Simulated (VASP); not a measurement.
# Te2Mo (P6_3/mmc) in VASP: settings compared, part 2 of 2

VASP 6.6.1.

### 3 Relaxation of cell and atoms, LDA

This run uses another cell than the first one, of 24.01 Å³/atom, 0.962 times its volume.

The input, INCAR:

```
PREC     = Accurate       # precision mode
ENCUT    = 600            # plane-wave cutoff, eV
EDIFF    = 1E-7           # SCF threshold, eV
ISMEAR   = 0              # smearing method
SIGMA    = 0.03           # smearing width, eV
LREAL    = False          # projectors in reciprocal space
LASPH    = True           # aspherical terms in the spheres
NELM     = 80             # most SCF steps
ALGO     = Normal         # electronic algorithm
ISIF     = 3              # what is computed and relaxed
LWAVE    = False          # write WAVECAR
LCHARG   = False          # write CHGCAR
GGA      = CA             # functional
IBRION   = 2              # ionic algorithm
NSW      = 90             # ionic steps
EDIFFG   = -0.005         # ionic threshold
KPAR     = 2
```

The input, KPOINTS:

```
regular mesh
0
Gamma
  9 9 2
```

The input, POSCAR:

```
Te2Mo                                   
1.0
    3.4755287640     -0.0000000000      0.0000000000
   -1.7377643820      3.0098962012     -0.0000000000
   -0.0000000000      0.0000000000     13.7704706663
  Te              Mo            
     4     2
Direct
     0.3333333332999970    0.6666666667000030    0.6193975500260722
     0.6666666667000030    0.3333333332999970    0.1193975500260722
     0.3333333332999970    0.6666666667000030    0.8806024499739278
     0.6666666667000030    0.3333333332999970    0.3806024499739277
     0.3333333332999970    0.6666666667000030    0.2500000000000000
     0.6666666667000030    0.3333333332999970    0.7500000000000000
```

Potentials or basis: VASP PAW LDA potentials, release 64 (Te, Mo_sv).

The run is started by

```console
cat potpaw_LDA.64/Te/POTCAR potpaw_LDA.64/Mo_sv/POTCAR > POTCAR
mpirun -np 2 vasp_std > vasp.out
```

Run time: 94 s. Hardware: 2 MPI ranks of Intel Xeon Platinum 8488C (Sapphire Rapids), shared host; peak memory 0.28 GiB.

Results (log left out):

* Free energy: -41.2642 eV
* Relaxed volume: 24.00 Å³/atom
* Relaxed cell: a = 3.474 Å, b = 3.474 Å, c = 13.774 Å, α = 90.00°, β = 90.00°, γ = 120.00°
* Space group after relaxing (to 0.05 Å): P6_3/mmc (No. 194)
* Energy gained by relaxing: 0.0 meV/atom
* Ionic steps: 2
* Pressure after relaxing: 0.0 GPa
* Band gap on the k mesh: 0.71 eV, indirect (least direct gap 1.10 eV)

Final structure:
```cif
data_structure
_symmetry_space_group_name_H-M 'P 1'
_symmetry_Int_Tables_number 1
_cell_length_a 3.4743
_cell_length_b 3.4743
_cell_length_c 13.7743
_cell_angle_alpha 90.000
_cell_angle_beta 90.000
_cell_angle_gamma 120.000
_cell_volume 143.99
loop_
_atom_site_label
_atom_site_type_symbol
_atom_site_fract_x
_atom_site_fract_y
_atom_site_fract_z
_atom_site_occupancy
Te1 Te 0.33333 0.66667 0.61937 1
Te2 Te 0.66667 0.33333 0.11937 1
Te3 Te 0.33333 0.66667 0.88063 1
Te4 Te 0.66667 0.33333 0.38063 1
Mo1 Mo 0.33333 0.66667 0.25000 1
Mo2 Mo 0.66667 0.33333 0.75000 1
```

Levels at points of the mesh, in eV from the valence-band top:
| k point | band 22 | band 23 | band 24 | band 25 | band 26 | band 27 | band 28 | band 29 | band 30 | band 31 |
| --- | --- | --- | --- | --- | --- | --- | --- | --- | --- | --- |
| (0.00, 0.00, 0.00) | -1.07 | -1.03 | -1.03 | -0.25 | 0.00 | 3.00 | 3.00 | 3.15 | 3.15 | 3.23 |
| (0.00, 0.00, 0.50) | -1.05 | -1.05 | -1.05 | -0.07 | -0.07 | 3.04 | 3.04 | 3.04 | 3.04 | 3.42 |

Caveat: spin-orbit coupling is left out, which moves the levels of the heavy elements; an odd mesh through Γ misses points on the zone boundary, where band edges often lie.

### 4 Relaxation of cell and atoms, PBE+D3(BJ)

The input, INCAR:

```
ALGO = Normal
EDIFF = 1E-6
EDIFFG = -0.01
ENCUT = 600
GGA = PE
IBRION = 2
ISIF = 3
ISMEAR = 0
IVDW = 12
KPAR = 2
LASPH = T
LCHARG = F
LREAL = F
LWAVE = F
NELM = 80
NSW = 90
PREC = Accurate
SIGMA = 0.03
```

The input, KPOINTS:

```
k-points
0
Gamma
  9 9 2
```

The input, POSCAR:

```
Te2Mo
1.0
    3.5182000000      0.0000000000      0.0000000000
   -1.7591000000      3.0468505756      0.0000000000
    0.0000000000      0.0000000000     13.9736000000
Te Mo
4 2
Direct
    0.3333333333      0.6666666667      0.6210000000
    0.6666666667      0.3333333333      0.1210000000
    0.3333333333      0.6666666667      0.8790000000
    0.6666666667      0.3333333333      0.3790000000
    0.3333333333      0.6666666667      0.2500000000
    0.6666666667      0.3333333333      0.7500000000
```

Potentials or basis: VASP PAW PBE potentials, release 64 (Te, Mo_sv).

The run is started by

```console
cat potpaw_PBE.64/Te/POTCAR potpaw_PBE.64/Mo_sv/POTCAR > POTCAR
mpirun -np 2 vasp_std > vasp.out
```

Run time: 8.3 min. Hardware: 2 MPI ranks of Intel Xeon Platinum 8259CL at 2.50GHz (Skylake/Cascade Lake), shared host; peak memory 0.36 GiB.

Results (log left out):

- Free energy: -39.2317 eV
- Relaxed volume: 24.15 Å³/atom
- Relaxed cell: a = 3.496 Å, b = 3.496 Å, c = 13.695 Å, α = 90.00°, β = 90.00°, γ = 120.00°
- Space group after relaxing (to 0.05 Å): P6_3/mmc (No. 194)
- Energy gained by relaxing: 4.2 meV/atom
- Ionic steps: 11
- Pressure after relaxing: 0.0 GPa
- Band gap on the k mesh: 0.67 eV, indirect (least direct gap 1.03 eV)
- Dispersion energy per atom: -0.554 eV

Forces in eV/Å, atoms in the order of the input:
```
Te   0.000  0.000 -0.003
Te   0.000  0.000 -0.003
Te   0.000  0.000  0.003
Te   0.000  0.000  0.003
Mo   0.000  0.000  0.000
Mo   0.000  0.000  0.000
```

Step by step:
| step | energy change (eV) | largest force (eV/Å) | pressure (GPa) | volume (Å³) |
| --- | --- | --- | --- | --- |
| 1 | 0.0000 | 0.1801 | -0.57 | 149.79 |
| 2 | -0.0099 | 0.1781 | 0.16 | 147.87 |
| 3 | -0.0107 | 0.1781 | 0.42 | 147.15 |
| 4 | -0.0138 | 0.0446 | -0.52 | 147.26 |
| 5 | -0.0143 | 0.0147 | -0.27 | 147.23 |
| 6 | -0.0201 | 0.0145 | -0.19 | 146.48 |
| 7 | -0.0252 | 0.0121 | -0.01 | 145.13 |
| 8 | -0.0254 | 0.0107 | 0.04 | 144.86 |
| 9 | -0.0254 | 0.0111 | 0.03 | 144.91 |
| 10 | -0.0253 | 0.0168 | -0.11 | 144.97 |
| 11 | -0.0254 | 0.0027 | -0.01 | 144.93 |

Final structure:
```yaml
crystal:
  lattice:
    - [3.49568, 0.00000, 0.00000]
    - [-1.74784, 3.02735, 0.00000]
    - [0.00000, 0.00000, 13.69484]
  atoms:
    - { symbol: Te, position: [0.33333, 0.66667, 0.61724] }
    - { symbol: Te, position: [0.66667, 0.33333, 0.11724] }
    - { symbol: Te, position: [0.33333, 0.66667, 0.88276] }
    - { symbol: Te, position: [0.66667, 0.33333, 0.38276] }
    - { symbol: Mo, position: [0.33333, 0.66667, 0.25000] }
    - { symbol: Mo, position: [0.66667, 0.33333, 0.75000] }
```

Levels at points of the mesh, in eV from the valence-band top:
```
           k point  band 24  band 25  band 26  band 27  band 28  band 29
(0.00, 0.00, 0.00)    -1.01    -0.17     0.00     2.87     2.87     3.06
(0.00, 0.00, 0.50)    -1.04    -0.05    -0.05     2.91     2.91     2.91
```

Caveat: spin-orbit coupling is left out, which moves the levels of the heavy elements; an odd mesh through Γ misses points on the zone boundary, where band edges often lie.

### 5 Relaxation of cell and atoms, PBE+D3(BJ)

This run uses another cell than the first one, of 24.15 Å³/atom, 0.968 times its volume.

Edit INCAR of step 4 so:

```diff
@@ -1,4 +1,4 @@
 ALGO = Normal
-EDIFF = 1E-6
-EDIFFG = -0.01
+EDIFF = 1E-7
+EDIFFG = -0.005
 ENCUT = 600
```

KPOINTS is that of step 4.

The input, POSCAR:

```
Te2Mo                                   
1.0
    3.4956786110     -0.0000000000      0.0000000000
   -1.7478393055      3.0273464806     -0.0000000000
    0.0000000000      0.0000000000     13.6948374035
  Te              Mo            
     4     2
Direct
     0.3333333332999970    0.6666666667000030    0.6172428415994351
     0.6666666667000030    0.3333333332999970    0.1172428415994351
     0.3333333332999970    0.6666666667000030    0.8827571584005649
     0.6666666667000030    0.3333333332999970    0.3827571584005649
     0.3333333332999970    0.6666666667000030    0.2500000000000000
     0.6666666667000030    0.3333333332999970    0.7500000000000000
```

The run is started by

```console
cat potpaw_PBE.64/Te/POTCAR potpaw_PBE.64/Mo_sv/POTCAR > POTCAR
mpirun -np 2 vasp_std > vasp.out
```

It took 91 s on 2 MPI ranks of Intel Xeon Platinum 8259CL at 2.50GHz (Skylake/Cascade Lake), shared host; peak memory 0.34 GiB.

Results (log left out):

```yaml
Free_energy: -39.2306 eV
Pressure_after_relaxing: 0.0 GPa
Largest_force_after_relaxing: 0.003 eV/Å
Band_gap_on_the_k_mesh: 0.67 eV, indirect (least direct gap 1.03 eV)
Dispersion_energy_per_atom: -0.554 eV
```

Forces on the atoms (eV/Å):
```
Te   0.000  0.000 -0.003
Te   0.000  0.000 -0.003
Te   0.000  0.000  0.003
Te   0.000  0.000  0.003
Mo   0.000  0.000  0.000
Mo   0.000  0.000  0.000
```

Final structure:
```xyz
6
Lattice="3.4957 0.0000 0.0000 -1.7478 3.0273 0.0000 0.0000 0.0000 13.6948" Properties=species:S:1:pos:R:3 pbc="T T T"
Te    0.0000    2.0182    8.4530
Te    1.7478    1.0091    1.6056
Te    0.0000    2.0182   12.0892
Te    1.7478    1.0091    5.2418
Mo    0.0000    2.0182    3.4237
Mo    1.7478    1.0091   10.2711
```

Levels at points of the mesh, in eV from the valence-band top:
```
           k point  band 23  band 24  band 25  band 26  band 27  band 28  band 29  band 30
(0.00, 0.00, 0.00)    -1.01    -1.01    -0.17     0.00     2.87     2.87     3.06     3.06
(0.00, 0.00, 0.50)    -1.04    -1.04    -0.05    -0.05     2.91     2.91     2.91     2.91
```

Caveat: the relaxation stopped at its first step, so nothing moved; spin-orbit coupling is left out, which moves the levels of the heavy elements; an odd mesh through Γ misses points on the zone boundary, where band edges often lie.
